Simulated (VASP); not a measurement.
# SnSe in VASP: notebook

The runs below take SnSe through single point, with PBEsol.

Program: VASP 6.6.1. These are calculated values, not measurements. Logs are shortened: lines on timing, memory, paths and dates and some standing lists are left out, and cuts for length are marked.

## 1. The cell of the first run

The cell holds a slab with vacuum, 4 atoms: a = 4.285 Å, b = 4.285 Å, c = 10.991 Å, α = 90.00°, β = 90.00°, γ = 90.00°.

## 2. Single point, PBEsol

The input, INCAR:

```
PREC = Accurate ; ENCUT = 520
EDIFF = 1E-6 ; ISMEAR = 0
SIGMA = 0.05 ; LREAL = False
LASPH = True ; NELM = 80
ALGO = Fast ; ISIF = 2
LWAVE = False ; LCHARG = False
GGA = PS ; NBANDS = 28
```

The input, KPOINTS:

```
regular mesh
0
Gamma
  6 6 4
```

The input, POSCAR:

```
SnSe
1.0
    4.2853274191      0.0000000000      0.0000000000
    0.0000000000      4.2853274191      0.0000000000
    0.0000000000      0.0000000000     10.9906921300
Sn Se
2 2
Direct
    0.5000000000      0.0000000000      0.3790530660
    0.0000000000      0.5000000000      0.6345948460
    0.5000000000      0.0000000000      0.6160394900
    0.0000000000      0.5000000000      0.3839605100
```

Potentials or basis: VASP PAW PBE potentials, release 64 (Sn_d, Se).

Command:

```console
$ cat potpaw_PBE.64/Sn_d/POTCAR potpaw_PBE.64/Se/POTCAR > POTCAR
$ mpirun -np 1 vasp_std > vasp.out
```

OUTCAR:

```text
PREC = Accurate
   ENCUT = 520
   EDIFF = 1E-6
   ISMEAR = 0
   LREAL = False
   LASPH = True
   NELM = 80
   ISIF = 2
   GGA = PS

 ion  position               nearest neighbor table
   1  0.500  0.000  0.379-   3 2.60   4 3.03   4 3.03   4 3.03   4 3.03
   2  0.000  0.500  0.635-   4 2.75   3 3.04   3 3.04   3 3.04   3 3.04
   3  0.500  0.000  0.616-   1 2.60   2 3.04   2 3.04   2 3.04   2 3.04
   4  0.000  0.500  0.384-   2 2.75   1 3.03   1 3.03   1 3.03   1 3.03

  LATTYP: Found a simple tetragonal cell.
 ALAT       =     4.2853274191
 C/A-ratio  =     2.5647263453

  Lattice vectors:

 A1 = (   4.2853274191,   0.0000000000,   0.0000000000)
 A2 = (   0.0000000000,   4.2853274191,   0.0000000000)
 A3 = (   0.0000000000,   0.0000000000,  10.9906921300)

Analysis of symmetry for initial positions (statically):
=====================================================================
 Subroutine PRICEL returns:
 Original cell was already a primitive cell.

 Routine SETGRP: Setting up the symmetry group for a
 simple tetragonal supercell.

 Subroutine GETGRP returns: Found  8 space group operations
 (whereof  4 operations were pure point group operations)
 out of a pool of 16 trial point group operations.

The static configuration has the point symmetry C_2v.
 The point group associated with its full space group is C_4v.

Analysis of symmetry for dynamics (positions and initial velocities):
=====================================================================
 Subroutine PRICEL returns:
 Original cell was already a primitive cell.

 Routine SETGRP: Setting up the symmetry group for a
 simple tetragonal supercell.

 Subroutine GETGRP returns: Found  8 space group operations
 (whereof  4 operations were pure point group operations)
 out of a pool of 16 trial point group operations.

The dynamic configuration has the point symmetry C_2v.
 The point group associated with its full space group is C_4v.

 Subroutine INISYM returns: Found  8 space group operations
 (whereof  4 operations are pure point group operations),
 and found     1 'primitive' translations

----------------------------------------------------------------------------------------

                                     Primitive cell

  volume of cell :     201.8334

  direct lattice vectors                    reciprocal lattice vectors
     4.285327419  0.000000000  0.000000000     0.233354398  0.000000000  0.000000000
     0.000000000  4.285327419  0.000000000     0.000000000  0.233354398  0.000000000
     0.000000000  0.000000000 10.990692130     0.000000000  0.000000000  0.090986081

  length of vectors
     4.285327419  4.285327419 10.990692130     0.233354398  0.233354398  0.090986081

  position of ions in fractional coordinates (direct lattice)
     0.500000000  0.000000000  0.379053066
     0.000000000  0.500000000  0.634594846
     0.500000000  0.000000000  0.616039490
     0.000000000  0.500000000  0.383960510

  ion indices of the primitive-cell ions
   primitive index   ion index
                 1           1
                 2           2
                 3           3
                 4           4

----------------------------------------------------------------------------------------

 KPOINTS: regular mesh

Automatic generation of k-mesh.
 Grid dimensions read from file:
 generate k-points for:    6    6    4

 Generating k-lattice:

  Cartesian coordinates                     Fractional coordinates (reciprocal lattice)
     0.038892400  0.000000000  0.000000000     0.166666667  0.000000000  0.000000000
     0.000000000  0.038892400  0.000000000     0.000000000  0.166666667  0.000000000
     0.000000000  0.000000000  0.022746520     0.000000000  0.000000000  0.250000000

  Length of vectors
     0.038892400  0.038892400  0.022746520

  Shift w.r.t. Gamma in fractional coordinates (k-lattice)
     0.000000000  0.000000000  0.000000000

 Subroutine IBZKPT returns following result:
 ===========================================

 Found     30 irreducible k-points:

 Following reciprocal coordinates:
            Coordinates               Weight
  0.000000  0.000000  0.000000      1.000000
  0.166667  0.000000  0.000000      4.000000
  0.333333  0.000000  0.000000      4.000000
  0.500000  0.000000  0.000000      2.000000
  0.166667  0.166667  0.000000      4.000000
  0.333333  0.166667  0.000000      8.000000
[... 16 lines left out ...]
  0.333333  0.000000  0.500000      4.000000
  0.500000  0.000000  0.500000      2.000000
 [... further k-points ...]
   k-points           NKPTS =     30   k-points in BZ     NKDIM =     30   number of bands    NBANDS=     28
   number of dos      NEDOS =    301   number of ions     NIONS =      4
   total plane-waves  NPLWV =  86016
   dimension x,y,z NGX =    32 NGY =   32 NGZ =   84
   dimension x,y,z NGXF=    64 NGYF=   64 NGZF=  168
   ions per type =               2   2
   NGX,Y,Z   is equivalent  to a cutoff of  12.41, 12.41, 12.71 a.u.
   NGXF,Y,Z  is equivalent  to a cutoff of  24.83, 24.83, 25.41 a.u.
 SYSTEM =  unknown system
   PREC   = accura    normal or accurate (medium, high low for compatibility)
   ISTART =      0    job   : 0-new  1-cont  2-samecut
   ICHARG =      2    charge: 1-file 2-atom 10-const
   ISPIN  =      1    spin polarized calculation?
   LNONCOLLINEAR =      F non collinear calculations
   LSORBIT =      F    spin-orbit coupling
   LASPH  =      T    aspherical Exc in radial PAW
   ENCUT  =  520.0 eV  38.22 Ry    6.18 a.u.   7.97  7.97 20.44*2*pi/ulx,y,z
   NELM   =     80;   NELMIN=  2; NELMDL= -5     # of ELM steps
   EDIFF  = 0.1E-05   stopping-criterion for ELM
   LREAL  =      F    real-space projection
   EDIFFG = 0.1E-04   stopping-criterion for IOM
   NSW    =      0    number of steps for IOM
   IBRION =     -1    ionic relax: 0-MD 1-quasi-New 2-CG
   NFREE  =      0    steps in history (QN), initial steepest desc. (CG)
   ISIF   =      2    stress and relaxation
   ISYM   =      2    0-nonsym 1-usesym 2-fastsym
   POTIM  = 0.5000    time-step for ionic-motion
   TEBEG  =    0.0;   TEEND  =   0.0 temperature during run
   PSTRESS=    0.0 pullay stress
   NELECT =      40.0000    total number of electrons
   NUPDOWN=      -1.0000    fix difference up-down
   EMIN   =  10.00;   EMAX   =-10.00  energy-range for DOS
   EFERMI =   0.00;   METHOD = LEGACY
   ISMEAR =     0;   SIGMA  =   0.05  broadening in eV -4-tet -1-fermi 0-gaus
   EFERMI_NEDOS =   21; number of points for ismear=-14 and -15
   IALGO  =     68    algorithm
   IMIX   =      4    mixing-type and parameters
     AMIX     =   0.40;   BMIX     =  1.00
     AMIX_MAG =   1.60;   BMIX_MAG =  1.00
  volume/ion in A,a.u.               =      50.46       340.51
  Fermi-wavevector in a.u.,A,eV,Ry     =   0.954473  1.803693 12.395171  0.911019
  Thomas-Fermi vector in A             =   2.083223
   LORBIT       =      0    0 simple, 1 ext, 2 COOP (PROOUT), +10 PAW based schemes
   GGA     = PS    functional components
   LHFCALC =     F    Hartree Fock is set to
   AEXX    =    0.0000 exact exchange contribution
   IVDW    =     0    specifies the selected vdW correction
   LEPSILON=     F    determine dielectric tensor
   LRPA    =     F    only Hartree local field effects (RPA)
 non-spin polarized calculation
 RMM-DIIS sequential band-by-band and
 Gauss-broadening in eV      SIGMA  =   0.05
  energy-cutoff  :      520.00
  volume of cell :      201.83
 maximum number of plane-waves:      5480
 NGX is ok and might be reduce to    32
   NGX = 15   NGY = 15   NGZ = 41

 number of electron      40.0000019 magnetization

 Free energy of the ion-electron system (eV)
  ---------------------------------------------------
  ext. energy  EPLUGINS =         0.00000000
  ---------------------------------------------------
  free energy    TOTEN  =       -17.53273685 eV

  energy without entropy =      -17.53273685  energy(sigma->0) =      -17.53273685

 E-fermi :   0.7668     XC(G=0):  -6.0862

 val. band max:        0.5394358938   @ k =   0.3333   0.0000   0.5000
 cond. band min:       1.9611529405   @ k =   0.3333   0.0000   0.5000
 fundamental gap:      1.4217170466
 Fermi energy:         0.7667704989

 k-point     1 :       0.0000    0.0000    0.0000
  band No.  band energies     occupation
      1     -20.5752      2.00000
      2     -20.5662      2.00000
      3     -20.5397      2.00000
      4     -20.5240      2.00000
      5     -20.5240      2.00000
      6     -20.3199      2.00000
[... 20 lines left out ...]
     27       6.2497      0.00000
     28       6.2798      0.00000

 k-point     2 :       0.1667    0.0000    0.0000
  band No.  band energies     occupation
      1     -20.5729      2.00000
      2     -20.5680      2.00000
      3     -20.5377      2.00000
      4     -20.5249      2.00000
      5     -20.5239      2.00000
      6     -20.3178      2.00000
[... 20 lines left out ...]
     27       5.8027      0.00000
     28       5.9143      0.00000

 k-point     3 :       0.3333    0.0000    0.0000
  band No.  band energies     occupation
      1     -20.5715      2.00000
      2     -20.5687      2.00000
      3     -20.5333      2.00000
      4     -20.5267      2.00000
      5     -20.5237      2.00000
      6     -20.3165      2.00000
[... 20 lines left out ...]
     27       5.5068      0.00000
     28       7.0810      0.00000

 k-point     4 :       0.5000    0.0000    0.0000
  band No.  band energies     occupation
      1     -20.5733      2.00000
      2     -20.5668      2.00000
      3     -20.5309      2.00000
      4     -20.5277      2.00000
      5     -20.5236      2.00000
      6     -20.3183      2.00000
[... 20 lines left out ...]
     27       6.2473      0.00000
     28       6.3737      0.00000

 k-point     5 :       0.1667    0.1667    0.0000
  band No.  band energies     occupation
      1     -20.5704      2.00000
      2     -20.5703      2.00000
      3     -20.5361      2.00000
      4     -20.5248      2.00000
      5     -20.5248      2.00000
      6     -20.3153      2.00000
[... 20 lines left out ...]
     27       5.6469      0.00000
     28       6.8448      0.00000

 k-point     6 :       0.3333    0.1667    0.0000
  band No.  band energies     occupation
      1     -20.5747      2.00000
      2     -20.5659      2.00000
      3     -20.5324      2.00000
      4     -20.5266      2.00000
      5     -20.5246      2.00000
      6     -20.3196      2.00000
[... 463 lines left out ...]
      5     -20.5239      2.00000
      6     -20.3199      2.00000
[... 20 lines left out ...]
     27       6.2455      0.00000
     28       6.2963      0.00000

 k-point    22 :       0.1667    0.0000    0.5000
  band No.  band energies     occupation
      1     -20.5729      2.00000
      2     -20.5680      2.00000
      3     -20.5377      2.00000
      4     -20.5249      2.00000
      5     -20.5239      2.00000
      6     -20.3178      2.00000
[... 20 lines left out ...]
     27       5.6340      0.00000
     28       5.8450      0.00000

 k-point    23 :       0.3333    0.0000    0.5000
  band No.  band energies     occupation
      1     -20.5715      2.00000
      2     -20.5687      2.00000
      3     -20.5333      2.00000
      4     -20.5267      2.00000
      5     -20.5237      2.00000
      6     -20.3165      2.00000
[... 20 lines left out ...]
     27       6.1217      0.00000
     28       6.8940      0.00000

 k-point    24 :       0.5000    0.0000    0.5000
  band No.  band energies     occupation
      1     -20.5733      2.00000
      2     -20.5668      2.00000
      3     -20.5309      2.00000
      4     -20.5277      2.00000
      5     -20.5236      2.00000
      6     -20.3183      2.00000
[... 20 lines left out ...]
     27       6.7765      0.00000
     28       6.9049      0.00000

 [... further k-points ...]

------------------------ aborting loop because EDIFF is reached ----------------------------------------

  FORCE on cell =-STRESS in cart. coord.  units (eV):
  Direction    XX          YY          ZZ          XY          YZ          ZX
  --------------------------------------------------------------------------------------
  -------------------------------------------------------------------------------------
  Total       -1.2436695     -1.2436695      0.2102256      0.0000000      0.0000000      0.0000000
  in kB       -9.8723946     -9.8723946      1.6687956      0.0000000      0.0000000      0.0000000
  external PRESSURE =      -6.0253312 kB  Pullay stress =       0.0000000 kB

 VOLUME and BASIS-vectors are now :
 -----------------------------------------------------------------------------
  energy-cutoff  :      520.00
  volume of cell :      201.83
      direct lattice vectors                 reciprocal lattice vectors
     4.285327419  0.000000000  0.000000000     0.233354398  0.000000000  0.000000000
     0.000000000  4.285327419  0.000000000     0.000000000  0.233354398  0.000000000
     0.000000000  0.000000000 10.990692130     0.000000000  0.000000000  0.090986081

 POSITION                                       TOTAL-FORCE (eV/Angst)
 -----------------------------------------------------------------------------------
      2.14266      0.00000      4.16606         0.000000      0.000000     -0.484625
      0.00000      2.14266      6.97464         0.000000      0.000000     -0.542742
      2.14266      0.00000      6.77070         0.000000      0.000000      0.668175
      0.00000      2.14266      4.21999         0.000000      0.000000      0.359193
 -----------------------------------------------------------------------------------
    total drift:                                0.000000      0.000000      0.000511

  FREE ENERGIE OF THE ION-ELECTRON SYSTEM (eV)
  ---------------------------------------------------
  free  energy   TOTEN  =       -17.5327368533 eV

  energy  without entropy=      -17.5327368533  energy(sigma->0) =      -17.53273685
```

Run time: 3.2 min. Hardware: 1 thread of Intel Xeon Platinum 8259CL at 2.50GHz (Skylake/Cascade Lake), shared host; peak memory 0.37 GiB.

Results:

| Quantity | Value |
| --- | --- |
| Free energy | -17.5327 eV |
| Largest force | 0.668 eV/Å |
| Band gap on the k mesh | 1.42 eV, direct |

Forces in eV/Å, atoms in the order of the input:
```
Sn   0.000  0.000 -0.485
Sn   0.000  0.000 -0.543
Se   0.000  0.000  0.668
Se   0.000  0.000  0.359
```

Caveat: the PAW data sets were made with another functional, which shifts forces and pressure a little; spin-orbit coupling is left out, which moves the levels of the heavy elements.

## 3. Single point, PBEsol

The input, INCAR:

```
PREC     = Accurate       # precision mode
ENCUT    = 520            # plane-wave cutoff, eV
EDIFF    = 1E-7           # SCF threshold, eV
ISMEAR   = 0              # smearing method
SIGMA    = 0.05           # smearing width, eV
LREAL    = False          # projectors in reciprocal space
LASPH    = True           # aspherical terms in the spheres
NELM     = 100            # most SCF steps
ALGO     = Normal         # electronic algorithm
ISIF     = 2              # what is computed and relaxed
LWAVE    = False          # write WAVECAR
LCHARG   = True           # write CHGCAR
GGA      = PS             # functional
LELF     = True           # ELF
LVHAR    = True         
NBANDS   = 28             # bands
```

The input, KPOINTS:

```
Automatic mesh
0
Gamma
  6 6 4
```

POSCAR, as its differences from that of step 2:

```diff
@@ -8,4 +8,4 @@
 Direct
-    0.5000000000      0.0000000000      0.3790530660
-    0.0000000000      0.5000000000      0.6345948460
+    0.5000000000      0.0000000000      0.3676798060
+    0.0000000000      0.5000000000      0.6232215860
     0.5000000000      0.0000000000      0.6160394900
```

Potentials or basis: VASP PAW PBE potentials, release 64 (Sn_d, Se).

Command:

```console
$ cat potpaw_PBE.64/Sn_d/POTCAR potpaw_PBE.64/Se/POTCAR > POTCAR
$ mpirun -np 1 vasp_std > vasp.out
```

Run time: 2.4 min. Hardware: 1 thread of Intel Xeon Platinum 8259CL at 2.50GHz (Skylake/Cascade Lake), shared host; peak memory 0.36 GiB.

Results (log left out):

| Quantity | Value |
| --- | --- |
| Free energy | -17.5541 eV |
| Largest force | 0.461 eV/Å |
| Band gap on the k mesh | 1.45 eV, direct |

Forces on the atoms (eV/Å):
```
Sn   0.000  0.000  0.406
Sn   0.000  0.000  0.276
Se   0.000  0.000 -0.222
Se   0.000  0.000 -0.461
```

Levels at points of the mesh, in eV from the valence-band top:
```
           k point  band 17  band 18  band 19  band 20  band 21  band 22  band 23  band 24
(0.00, 0.00, 0.00)    -2.99    -1.64    -1.64    -0.23     1.67     3.74     3.79     4.42
(0.50, 0.00, 0.00)    -1.55    -1.38    -0.35    -0.07     1.49     1.60     2.03     2.18
(0.50, 0.50, 0.00)    -3.16    -3.16    -1.64    -1.61     3.54     3.92     4.60     4.60
(0.00, 0.00, 0.50)    -2.99    -1.64    -1.64    -0.23     1.53     3.74     4.42     4.42
(0.50, 0.00, 0.50)    -1.55    -1.38    -0.35    -0.07     1.49     1.60     2.03     2.18
(0.50, 0.50, 0.50)    -3.16    -3.16    -1.64    -1.61     3.51     3.88     4.64     4.64
```

Caveat: the PAW data sets were made with another functional, which shifts forces and pressure a little; spin-orbit coupling is left out, which moves the levels of the heavy elements.

## 4. Single point, PBEsol

The input, INCAR:

```
PREC = Accurate
ENCUT = 520
EDIFF = 1E-6
ISMEAR = 0
SIGMA = 0.05
LREAL = F
LASPH = T
NELM = 60
ALGO = Normal
ISIF = 2
LWAVE = F
LCHARG = F
GGA = PS
NBANDS = 28
```

The input, KPOINTS:

```
regular mesh
0
Gamma
  6 6 4
```

POSCAR, as its differences from that of step 3:

```diff
@@ -8,4 +8,4 @@
 Direct
-    0.5000000000      0.0000000000      0.3676798060
-    0.0000000000      0.5000000000      0.6232215860
+    0.5000000000      0.0000000000      0.3745037620
+    0.0000000000      0.5000000000      0.6300455420
     0.5000000000      0.0000000000      0.6160394900
```

Command:

```console
$ cat potpaw_PBE.64/Sn_d/POTCAR potpaw_PBE.64/Se/POTCAR > POTCAR
$ mpirun -np 1 vasp_std > vasp.out
```

Run time: 2.7 min. Hardware: 1 thread of Intel Xeon Platinum 8259CL at 2.50GHz (Skylake/Cascade Lake), shared host; peak memory 0.36 GiB.

The run converged. Its results:

```yaml
Free_energy: -17.5669 eV
Largest_force: 0.268 eV/Å
Band_gap_on_the_k_mesh: 1.46 eV, direct
```

Forces on the atoms (eV/Å):
```
Sn   0.000  0.000 -0.083
Sn   0.000  0.000 -0.256
Se   0.000  0.000  0.268
Se   0.000  0.000  0.071
```

Levels at points of the mesh, in eV from the valence-band top:
```
           k point  band 17  band 18  band 19  band 20  band 21  band 22  band 23  band 24
(0.00, 0.00, 0.00)    -2.97    -1.63    -1.63    -0.22     1.69     3.75     3.79     4.44
(0.50, 0.00, 0.00)    -1.50    -1.41    -0.27    -0.13     1.53     1.58     2.08     2.15
(0.50, 0.50, 0.00)    -3.16    -3.16    -1.63    -1.61     3.64     3.83     4.69     4.69
(0.00, 0.00, 0.50)    -2.97    -1.63    -1.63    -0.22     1.54     3.75     4.44     4.44
(0.50, 0.00, 0.50)    -1.50    -1.41    -0.27    -0.13     1.53     1.58     2.08     2.15
(0.50, 0.50, 0.50)    -3.16    -3.16    -1.63    -1.61     3.61     3.79     4.74     4.74
```

Caveat: the PAW data sets were made with another functional, which shifts forces and pressure a little; spin-orbit coupling is left out, which moves the levels of the heavy elements.

## 5. Overview

```tsv
cell	gap on the mesh (eV)	largest force (eV/Å)
all Sn atoms moved +0.075 Å, as atom 1 towards its neighbour atom 3 (Se) at 2.680 Å	1.42	0.67
all Sn atoms moved -0.050 Å, as atom 1 towards its neighbour atom 3 (Se) at 2.680 Å	1.45	0.46
all Sn atoms moved +0.025 Å, as atom 1 towards its neighbour atom 3 (Se) at 2.680 Å	1.46	0.27
```

Alike in all rows: task single point; level PBEsol; potentials or basis VASP PAW PBE potentials, release 64 (Sn_d, Se); no spin polarisation; k mesh 6 × 6 × 4; cutoff (eV) 520; smearing gaussian 0.05 eV.

Caveats: the PAW data sets were made with another functional, which shifts forces and pressure a little; spin-orbit coupling is left out, which moves the levels of the heavy elements.

Absolute energies hang on the potentials; compare differences alone.
